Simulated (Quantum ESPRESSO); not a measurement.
# Sb (R-3m) in Quantum ESPRESSO: further runs

One crystal, Sb, is run at these levels: PBE, PBEsol; tasks: energy-loss spectrum, Wannier functions.

All numbers are computed with Quantum ESPRESSO 7.5; they aren't measurements. Logs are shortened: lines on timing, memory, paths and dates and some standing lists are left out, and cuts for length are marked.

## (1) The structure

It takes space group R-3m (No. 166, trigonal). The conventional cell has a = 4.308 Å, b = 4.308 Å, c = 11.274 Å, α = 90.00°, β = 90.00°, γ = 120.00°. Sb (site symmetry 3m) has 3 Sb at 2.91 Å as nearest neighbours.

## (2) Energy-loss spectrum, PBE

Contents of pw.in:

```
&CONTROL
  calculation = 'scf'
  prefix = 'pwscf'
  outdir = './tmp'
  pseudo_dir = './pseudo'
  tprnfor = .true.
  tstress = .true.
  disk_io = 'low'
/
&SYSTEM
  ibrav = 0
  nat = 2
  ntyp = 1
  ecutwfc = 80
  nbnd = 22
  occupations = 'smearing'
  smearing = 'mv'
  degauss = 0.01469973
/
&ELECTRONS
  conv_thr = 4d-10
  electron_maxstep = 120
  mixing_beta = 0.5
/
ATOMIC_SPECIES
Sb   121.7600 Sb.upf
CELL_PARAMETERS angstrom
   2.1542000000    1.2437279499    3.7580000000
  -2.1542000000    1.2437279499    3.7580000000
   0.0000000000   -2.4874558998    3.7580000000
ATOMIC_POSITIONS angstrom
Sb     0.0000000000    0.0000000000    8.6416337400
Sb     0.0000000000    0.0000000000    2.6323662600
K_POINTS automatic
4 4 4 0 0 0
```

Contents of scf2.in:

```
&CONTROL
  calculation = 'scf'
  prefix = 'pwscf'
  outdir = './tmp'
  pseudo_dir = './pseudo'
  tprnfor = .true.
  tstress = .true.
  disk_io = 'low'
/
&SYSTEM
  ibrav = 0
  nat = 2
  ntyp = 1
  ecutwfc = 80
  nbnd = 22
  occupations = 'fixed'
/
&ELECTRONS
  conv_thr = 1d-11
  electron_maxstep = 120
  mixing_beta = 0.5
  startingpot = 'file'
  startingwfc = 'file'
/
ATOMIC_SPECIES
Sb   121.7600 Sb.upf
CELL_PARAMETERS angstrom
   2.1542000000    1.2437279499    3.7580000000
  -2.1542000000    1.2437279499    3.7580000000
   0.0000000000   -2.4874558998    3.7580000000
ATOMIC_POSITIONS angstrom
Sb     0.0000000000    0.0000000000    8.6416337400
Sb     0.0000000000    0.0000000000    2.6323662600
K_POINTS automatic
4 4 4 0 0 0
```

Contents of eels.in:

```
&LR_INPUT
  prefix = 'pwscf'
  outdir = './tmp'
  restart_step = 5000
  restart = .false.
/
&LR_CONTROL
  calculator = 'lanczos'
  approximation = 'TDDFT'
  q1 = 0.2028710589
  q2 = 0.2028710589
  q3 = 0
  itermax = 200
/
```

Contents of spectrum.in:

```
&LR_INPUT
  prefix = 'pwscf'
  outdir = './tmp'
  eels = .true.
  itermax0 = 200
  itermax = 20000
  extrapolation = 'osc'
  epsil = 0.03
  units = 1
  start = 0
  end = 40
  increment = 0.2
/
```

Potentials or basis: PseudoDojo 0.5 SR PBE standard.

The run is started by

```bash
$ OMP_NUM_THREADS=1 pw.x -in pw.in > pw.out
$ OMP_NUM_THREADS=1 pw.x -in scf2.in > scf2.out
$ OMP_NUM_THREADS=1 turbo_eels.x -in eels.in > eels.out
$ OMP_NUM_THREADS=1 turbo_spectrum.x -in spectrum.in > spectrum.out
```

pw.out:

```text
This program is part of the open-source Quantum ESPRESSO suite
     for quantum simulation of materials; please cite
[... 9 lines left out ...]
     --------------------
     sticks:   dense  smooth     PW     G-vecs:    dense   smooth      PW
     Sum        1549    1549    451                39383    39383    6153

     Using Slab Decomposition

     bravais-lattice index     =            0
     lattice parameter (alat)  =       8.5164  a.u.
     unit-cell volume          =     407.6768 (a.u.)^3
     number of atoms/cell      =            2
     number of atomic types    =            1
     number of electrons       =        30.00
     number of Kohn-Sham states=           22
     kinetic-energy cutoff     =      80.0000  Ry
     charge density cutoff     =     320.0000  Ry
     scf convergence threshold =      4.0E-10
     mixing beta               =       0.5000
     number of iterations used =            8  plain     mixing
     Exchange-correlation= PBE
                           (   1   4   3   4   0   0   0)

     celldm(1)=   8.516357  celldm(2)=   0.000000  celldm(3)=   0.000000
     celldm(4)=   0.000000  celldm(5)=   0.000000  celldm(6)=   0.000000

     crystal axes: (cart. coord. in units of alat)
               a(1) = (   0.478003   0.275975   0.833877 )
               a(2) = (  -0.478003   0.275975   0.833877 )
               a(3) = (   0.000000  -0.551951   0.833877 )

     reciprocal axes: (cart. coord. in units 2 pi/alat)
               b(1) = (  1.046018  0.603918  0.399739 )
               b(2) = ( -1.046018  0.603918  0.399739 )
               b(3) = (  0.000000 -1.207837  0.399739 )

     PseudoPot. # 1 for Sb read from file:
     Sb.upf
     Pseudo is Norm-conserving + core correction, Zval = 15.0
     Generated using ONCVPSP code by D. R. Hamann
     Using radial grid of 1434 points,  6 beta functions with:
                l(1) =   0
                l(2) =   0
                l(3) =   1
                l(4) =   1
                l(5) =   2
                l(6) =   2

     atomic species   valence    mass     pseudopotential
     Sb               15.00   121.76000     Sb( 1.00)

     12 Sym. Ops., with inversion, found

   Cartesian axes

     site n.     atom                  positions (alat units)
         1        Sb     tau(   1) = (   0.0000000   0.0000000   1.9175243  )
         2        Sb     tau(   2) = (   0.0000000   0.0000000   0.5841056  )

     number of k points=    13  Marzari-Vanderbilt smearing, width (Ry)=  0.0147
                       cart. coord. in units 2pi/alat
        k(    1) = (   0.0000000   0.0000000   0.0000000), wk =   0.0312500
        k(    2) = (   0.0000000  -0.3019592   0.0999348), wk =   0.1875000
        k(    3) = (  -0.0000000   0.6039185  -0.1998697), wk =   0.0937500
        k(    4) = (  -0.2615044  -0.1509796   0.1998697), wk =   0.1875000
        k(    5) = (  -0.2615044   0.7548981  -0.0999348), wk =   0.3750000
        k(    6) = (  -0.2615044   0.4529389   0.0000000), wk =   0.1875000
        k(    7) = (   0.5230088   0.3019592  -0.3997394), wk =   0.0937500
        k(    8) = (   0.0000000   0.0000000   0.2998045), wk =   0.0625000
        k(    9) = (  -0.0000000   0.9058777   0.0000000), wk =   0.1875000
        k(   10) = (  -0.0000000   0.6039185   0.0999348), wk =   0.1875000
        k(   11) = (   0.7845131   0.4529389  -0.2998045), wk =   0.1875000
        k(   12) = (   0.7845131   0.1509796  -0.1998697), wk =   0.1875000
        k(   13) = (  -0.0000000   0.0000000  -0.5996091), wk =   0.0312500

     Dense  grid:    39383 G-vectors     FFT dimensions: (  50,  50,  50)

     Initial potential from superposition of free atoms

     starting charge      29.9989, renormalised to      30.0000
     Starting wfcs are   18 randomized atomic wfcs +    4 random wfcs

     Self-consistent Calculation

     iteration #  1     ecut=    80.00 Ry     beta= 0.50
     Davidson diagonalization with overlap
     ethr =  1.00E-02,  avg # of iterations =  5.4

     Threshold (ethr) on eigenvalues was too large:
     Diagonalizing with lowered threshold

     Davidson diagonalization with overlap
     ethr =  2.64E-05,  avg # of iterations =  8.6

     total energy              =    -363.82039277 Ry
     estimated scf accuracy    <       0.00801633 Ry
[... 12 lines left out ...]
     total energy              =    -363.82066526 Ry
     estimated scf accuracy    <       0.00003491 Ry

     iteration #  4     ecut=    80.00 Ry     beta= 0.50
     Davidson diagonalization with overlap
     c_bands:  1 eigenvalues not converged
     c_bands:  1 eigenvalues not converged
     ethr =  1.16E-07,  avg # of iterations =  9.5

     total energy              =    -363.82069273 Ry
     estimated scf accuracy    <       0.00000148 Ry

     iteration #  5     ecut=    80.00 Ry     beta= 0.50
     Davidson diagonalization with overlap
     ethr =  4.93E-09,  avg # of iterations =  3.2
[... 18 lines left out ...]
     iteration #  8     ecut=    80.00 Ry     beta= 0.50
     Davidson diagonalization with overlap
     ethr =  3.40E-12,  avg # of iterations =  3.7

     End of self-consistent calculation

          k = 0.0000 0.0000 0.0000 (  4917 PWs)   bands (ev):

   -18.9584 -18.9584 -18.8727 -18.8727 -18.8465 -18.7598 -18.7598 -18.7519
   -18.6768 -18.6768  -2.1925   5.7014   8.4594   8.7420   8.7420  12.6468
    13.2473  13.2473  15.6759  15.6759  15.7964  17.2264

          k = 0.0000-0.3020 0.0999 (  4928 PWs)   bands (ev):

   -18.9361 -18.9244 -18.8622 -18.8534 -18.8317 -18.7753 -18.7737 -18.7640
   -18.7097 -18.7008  -1.5076   3.5271   8.5233   8.6327   9.4446  11.8017
    11.9036  11.9821  15.5100  16.1197  16.6695  20.6341

          k =-0.0000 0.6039-0.1999 (  4916 PWs)   bands (ev):

   -18.9075 -18.8620 -18.8487 -18.8249 -18.8162 -18.8075 -18.7936 -18.7818
   -18.7542 -18.7322   0.1719   0.8868   8.6058   8.7085  10.2222  10.3361
    10.7062  11.0057  18.1959  18.9309  19.7943  19.8565

          k =-0.2615-0.1510 0.1999 (  4916 PWs)   bands (ev):

   -18.9552 -18.9012 -18.8698 -18.8473 -18.8275 -18.7807 -18.7775 -18.7564
   -18.7359 -18.6785  -1.3401   3.7885   7.1796   7.6411   8.5731  12.6540
    12.7493  14.2662  15.0038  17.6978  17.7484  18.9521

          k =-0.2615 0.7549-0.0999 (  4929 PWs)   bands (ev):
[... 13 lines left out ...]
   -18.9519 -18.8768 -18.8620 -18.8129 -18.8106 -18.8057 -18.7925 -18.7842
   -18.7485 -18.6804   0.1811   2.5369   5.0801   6.7684   6.8759  12.0789
    15.4723  16.0519  17.4511  19.6483  20.7551  21.2210

          k = 0.0000 0.0000 0.2998 (  4934 PWs)   bands (ev):

   -18.9369 -18.9369 -18.8642 -18.8642 -18.8378 -18.7664 -18.7664 -18.7598
   -18.7001 -18.7001  -1.6417   3.4790   8.8895   8.8895   9.6691  11.8300
    11.8300  12.2222  15.5667  16.6576  16.6576  19.9192

          k =-0.0000 0.9059 0.0000 (  4959 PWs)   bands (ev):
[... 25 lines left out ...]
   -18.9100 -18.9100 -18.8546 -18.8546 -18.8265 -18.7728 -18.7728 -18.7700
   -18.7298 -18.7298  -0.6452   1.5197   9.2270   9.2270  10.0905  10.6517
    10.6517  11.6191  17.6143  19.5022  19.5024  19.8650

     the Fermi energy is    10.2952 ev

!    total energy              =    -363.82069306 Ry
     estimated scf accuracy    <          5.8E-11 Ry
     smearing contrib. (-TS)   =      -0.00017262 Ry
     internal energy E=F+TS    =    -363.82052044 Ry

     The total energy is F=E-TS. E is the sum of the following terms:
     one-electron contribution =    -145.83505646 Ry
     hartree contribution      =      88.70756152 Ry
     xc contribution           =     -90.98405532 Ry
     ewald contribution        =    -215.70897019 Ry

     convergence has been achieved in   8 iterations

     Forces acting on atoms (cartesian axes, Ry/au):

     atom    1 type  1   force =     0.00000000   -0.00000000    0.00266699
     atom    2 type  1   force =    -0.00000000    0.00000000   -0.00266699

     Total force =     0.003772     Total SCF correction =     0.000053

     Computing stress (Cartesian axis) and pressure

          total   stress  (Ry/bohr**3)                   (kbar)     P=       27.28
   0.00021769  -0.00000000  -0.00000000           32.02       -0.00       -0.00
  -0.00000000   0.00021769  -0.00000000           -0.00       32.02       -0.00
  -0.00000000   0.00000000   0.00012094           -0.00        0.00       17.79

=------------------------------------------------------------------------------=
   JOB DONE.
=------------------------------------------------------------------------------=
```

Run time: 26 min. Hardware: 1 thread of Intel Xeon Platinum 8375C at 2.90GHz (Ice Lake), shared host; peak memory 1.2 GiB.

The run converged, but a check on its numbers failed (symmetry, net force, bounds or a known fault of this set-up), so they aren't taken as properties of the crystal.

Caveat: the k mesh is coarse (spacing up to 0.44 Å⁻¹), so the values aren't converged; the Lanczos chain is short for so many electrons, so humps in the spectrum may be artefacts; this smearing can shift energies of a crystal with a gap; the mesh misses the points where the bands touch, so a semimetal was run with fixed occupations, which spoils its response; spin-orbit coupling is left out, which moves the levels of the heavy elements.

[end of part 1 of 4]
